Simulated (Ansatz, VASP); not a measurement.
## One calculation of GaAs, two programs

INCAR

```
PREC = Accurate
ENCUT = 580
EDIFF = 1E-7
ISMEAR = -1
SIGMA = 0.05
LREAL = F
LASPH = T
NELM = 100
ALGO = Normal
ISIF = 3
LWAVE = F
LCHARG = F
GGA = PE
IBRION = 2
NSW = 40
EDIFFG = -0.02
```

The input KPOINTS:

```
regular mesh
0
Gamma
  8 8 8
```

File POSCAR:

```
GaAs
1.0
    0.0000000000      2.8268500000      2.8268500000
    2.8268500000      0.0000000000      2.8268500000
    2.8268500000      2.8268500000      0.0000000000
As Ga
1 1
Direct
    0.7500000000      0.7500000000      0.7500000000
    0.0000000000      0.0000000000      0.0000000000
```

input.yaml

```yaml
crystal:
  lattice:
    - [0.0, 2.82685, 2.82685]
    - [2.82685, 0.0, 2.82685]
    - [2.82685, 2.82685, 0.0]
  atoms:
    - { symbol: As, position: [0.75, 0.75, 0.75] }
    - { symbol: Ga, position: [0.0, 0.0, 0.0] }
hamiltonian:
  xc: pbe
  pseudopotentials: { kind: paw }
kpoints:
  mp_grid: { grid: [8, 8, 8] }
scf:
  occupations: { method: fermi_dirac, width: 0.05 }
output:
  forces: true
  stress: true
  write_density: true
  write_potential: true
  elf: true
  volumetric_format: npy
relax:
  f_tol: 0.01
  max_steps: 40
  cell: { stress_tol: 0.05 }
```

Alike in both runs: task relaxation of cell and atoms; functional PBE; k mesh 8 × 8 × 8; occupations fermi-dirac, width 0.05 eV; no spin polarisation.

|  | VASP | Ansatz |
| --- | --- | --- |
| version | VASP 6.6.1 | Ansatz 0.2.0 |
| potentials or method | VASP PAW PBE potentials, release 54 (As, Ga) | Ansatz PAW |
| plane-wave cutoff (eV) | 580 | 420 |
| valence electrons in the cell | 8 | 28 |

```tsv
	VASP	Ansatz	Ansatz less VASP
gap on the k mesh at the Fermi level, each at its own relaxed structure (eV)	0.15	0.16	+0.007
relaxed volume (Å³/atom)	23.91	23.71	-0.206
relaxed cell length with the largest relative difference (Å)	4.074	4.063	-0.0117
energy change over the relaxation (meV/atom)	-16	-11	+4.8
```

The two sets of potentials don't hold the same shells in valence.

Caveats: the plane-wave basis is chosen anew once the cell has moved, so the energies of steps on either side of that aren't comparable (Ansatz). Expect the measured gap to be larger: semilocal functionals such as PBE lack the derivative discontinuity. Zero-point motion and thermal expansion aren't in these numbers. PBE usually gives volumes a little too large and moduli too small.
